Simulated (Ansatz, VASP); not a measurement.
**One calculation of CdS, two programs**

Contents of INCAR:

```
PREC = Accurate
ENCUT = 520
EDIFF = 1E-6
ISMEAR = -1
SIGMA = 0.03
LREAL = F
LASPH = T
NELM = 100
ALGO = Normal
ISIF = 2
LWAVE = F
LCHARG = T
GGA = PE
LELF = T
LVHAR = T
NBANDS = 16
```

Contents of KPOINTS:

```
Automatic mesh
0
Gamma
  9 9 9
```

File POSCAR:

```
CdS
1.0
    0.0000000000      2.9100000000      2.9100000000
    2.9100000000      0.0000000000      2.9100000000
    2.9100000000      2.9100000000      0.0000000000
Cd S
1 1
Direct
    0.0000000000      0.0000000000      0.0000000000
    0.7500000000      0.7500000000      0.7500000000
```

Input for Ansatz:

```yaml
crystal:
  lattice:
    - [0.0, 2.91, 2.91]
    - [2.91, 0.0, 2.91]
    - [2.91, 2.91, 0.0]
  atoms:
    - { symbol: Cd, position: [0.0, 0.0, 0.0] }
    - { symbol: S, position: [0.75, 0.75, 0.75] }
kpoints:
  mp_grid: { grid: [9, 9, 9] }
  band_path:
    path:
      - [0.0, 0.0, 0.0]
      - [-0.5, -0.5, 0.0]
      - [-0.375, -0.375, 0.25]
      - [-0.375, 0.0, 0.375]
      - [0.0, 0.0, 0.0]
      - [0.0, 0.0, 0.5]
      - [-0.5, -0.25, 0.25]
      - [-0.5, -0.5, 0.0]
    npoints: 14
scf:
  occupations: { method: fermi_dirac, width: 0.03 }
hamiltonian:
  xc: pbe
  pseudopotentials: { kind: all_electron, lapw: { basis_error: 0.0005 } }
output:
  forces: true
  stress: true
  eigenvalues: true
  populations: true
  dos: { projected: true, de: 0.2, e_range: [-14, 8] }
```

Alike in both runs: task single point; functional PBE; k mesh 9 × 9 × 9; occupations fermi-dirac, width 0.03 eV; no spin polarisation.

|  | VASP | Ansatz |
| --- | --- | --- |
| version | VASP 6.6.1 | Ansatz 0.2.0 |
| potentials or method | VASP PAW PBE potentials, release 64 (Cd, S) | all-electron LAPW, scalar-relativistic |
| plane-wave cutoff (eV) | 520 | see its input |

VASP gave:

```
gap on the k mesh at the Fermi level (eV) : 1.16
pressure (GPa)                            : 3.7
```

Task: Which values does Ansatz return?

Result: gap on the k mesh at the Fermi level (eV): 1.16; pressure (GPa): 3.3.

Ansatz ran all-electron here, so the differences hold the error of VASP's frozen core and of both bases.
